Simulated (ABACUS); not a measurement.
Crystal: MgSe.

```xyz
2
Lattice="0.0000 2.7255 2.7255 2.7255 0.0000 2.7255 2.7255 2.7255 0.0000" Properties=species:S:1:pos:R:3 pbc="T T T"
Se    2.7255    2.7255    2.7255
Mg    0.0000    0.0000    0.0000
```

Base run:

| Quantity | Value |
| --- | --- |
| Program | ABACUS 3.10.1 |
| Functional | PBE |
| Potentials or basis | PseudoDojo NC SR 0.4.1 PBE standard |
| Cutoff | 1361 eV |
| Density cutoff | 5442 eV |
| Basis | TZDP LCAO (the cutoffs set its grid) |
| k mesh | 8 × 8 × 8 |
| Occupations | fermi-dirac, width 0.05 eV |
| Spin | no spin polarisation |

Its results: band gap on the k mesh 1.81 eV, indirect (least direct gap 2.60 eV); pressure 2.5 GPa.

Problem. The run is repeated on the same cell with these changes: basis from TZDP LCAO (the cutoffs set its grid) to DZP LCAO (the cutoffs set its grid); orbital files from Se Se_confined-atom_7au_3s3p3d1f.orb, Mg Mg_confined-atom_8au_4s3p2d1f.orb to Se Se_confined-atom_7au_2s2p2d.orb, Mg Mg_confined-atom_8au_3s2p1d.orb. What comes out?

Solution. Band gap on the k mesh 1.73 eV, indirect (least direct gap 2.59 eV); pressure 3.0 GPa.

Caveats: the atomic orbitals were generated for these runs and aren't a published set; the basis of atomic orbitals isn't converged, which shifts pressures, moduli and gaps.

A k mesh can miss the band edges.
